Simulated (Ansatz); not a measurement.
Here is an Ansatz 0.2.0 calculation.

Contents of input.yaml:

```yaml
crystal:
  lattice:
    - [0.0, 2.3, 2.3]
    - [2.3, 0.0, 2.3]
    - [2.3, 2.3, 0.0]
  atoms:
    - { symbol: Zr, position: [0.5, 0.5, 0.5] }
    - { symbol: "N", position: [0.0, 0.0, 0.0] }
hamiltonian:
  xc: wpbeh
  pseudopotentials: { kind: paw }
kpoints:
  mp_grid: { grid: [6, 6, 6] }
scf:
  occupations: { method: methfessel_paxton, width: 0.1 }
  n_extra_bands: 6
output:
  forces: true
  stress: true
  eigenvalues: true
  dos: { projected: true, de: 0.05 }
```

Potentials or basis: Ansatz PAW.

Run with:

```sh
$ ansatz run input.yaml --threads 2 --pin off --max-ram 5120MiB --backend cpu --events-out ev --progress --plain --runs-dir out
```

Question: Predict the density of states at the Fermi level.

Answer: 0.66 states/eV per cell.

Question: What does it give for the band gap on the k mesh?

Answer: None (metal or under the smearing width).

Question: What does it give for the pressure?

Answer: -4.8 GPa.

States per cell in windows of 1 eV (zero at the Fermi level; states under -8 eV left out):
| from (eV) | total | Zr 4d | N 2p | Zr 5s | N 2s | Zr 4p | Zr 4s |
| --- | --- | --- | --- | --- | --- | --- | --- |
| -8.0 | 1.08 | 0.28 | 0.65 | 0.10 | 0.01 | 0.02 | 0.02 |
| -7.0 | 2.31 | 0.66 | 1.53 | 0.03 | 0.02 | 0.05 | 0.00 |
| -6.0 | 1.83 | 0.50 | 1.25 | 0.00 | 0.01 | 0.04 | 0.00 |
| -5.0 | 0.42 | 0.08 | 0.33 | 0.00 | 0.00 | 0.01 | 0.00 |
| -4.0 | 0.03 | 0.02 | 0.01 | 0.00 | 0.00 | 0.00 | 0.00 |
| -3.0 | 0.14 | 0.11 | 0.03 | 0.00 | 0.00 | 0.00 | 0.00 |
| -2.0 | 0.30 | 0.23 | 0.06 | 0.00 | 0.00 | 0.00 | 0.00 |
| -1.0 | 0.53 | 0.41 | 0.10 | 0.00 | 0.00 | 0.00 | 0.00 |
| 0.0 | 0.80 | 0.62 | 0.14 | 0.01 | 0.01 | 0.00 | 0.00 |
| 1.0 | 0.67 | 0.54 | 0.09 | 0.01 | 0.01 | 0.00 | 0.00 |
| 2.0 | 1.27 | 1.08 | 0.15 | 0.01 | 0.01 | 0.00 | 0.00 |
| 3.0 | 1.92 | 1.62 | 0.21 | 0.02 | 0.03 | 0.00 | 0.00 |
| 4.0 | 1.62 | 1.26 | 0.15 | 0.07 | 0.10 | 0.00 | 0.00 |
| 5.0 | 1.45 | 0.76 | 0.17 | 0.13 | 0.21 | 0.01 | 0.00 |
| 6.0 | 0.89 | 0.46 | 0.17 | 0.09 | 0.07 | 0.00 | 0.00 |
| 7.0 | 0.82 | 0.39 | 0.19 | 0.09 | 0.01 | 0.00 | 0.00 |

Caveat: the k mesh is coarse (spacing up to 0.39 Å⁻¹), so the values aren't converged; the pressure holds a Pulay correction of +0.3 GPa for the finite cutoff; the PAW data sets come from PBE, with cores solved anew for the run's functional, which leaves a small shift of forces and pressure; the thresholds are loose for stress.
